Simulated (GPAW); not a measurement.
The system is Ag.

```
Ag
1.0
    -1.65565    1.65565    1.65565
     1.65565   -1.65565    1.65565
     1.65565    1.65565   -1.65565
Ag
1
Cartesian
  0.0000 0.0000 0.0000
```

This isn't the form of Ag at room conditions, which is fcc.

- Program: GPAW 26.7.0
- Task: relaxation of cell and atoms
- Functional: PBEsol
- Dispersion: D4
- Potentials or basis: PAW data sets generated in the run's folder for this functional
- Cutoff: 600 eV
- Basis: pw
- k mesh: 11 × 11 × 11
- Occupations: fermi-dirac, width 0.05 eV
- Spin: no spin polarisation

At the start: pressure -9.9 GPa; volume 18.15 Å³/atom.

Q: How do energy, volume and symmetry change on relaxing?

A: Over 4 steps the energy falls by 61.0 meV/atom and the volume is 16.39 Å³/atom (-9.7 %); space group Im-3m (No. 229, to 0.05 Å).

Step by step:
```csv
step,energy change (eV),largest force (eV/Å),pressure (GPa),volume (Å³)
1,0.0000,0.0000,-9.87,18.15
2,-0.0428,0.0000,-6.04,17.30
3,-0.0601,0.0000,1.51,16.18
4,-0.0610,0.0000,-0.14,16.39
```

Final structure:
```
Ag
1.0
    -1.60019    1.60019    1.60019
     1.60019   -1.60019    1.60019
     1.60019    1.60019   -1.60019
Ag
1
Direct
  0.00000 0.00000 0.00000
```

Caveat: later steps reuse the first step's grids; pairwise dispersion overbinds metals, which lowers pressure and volume.
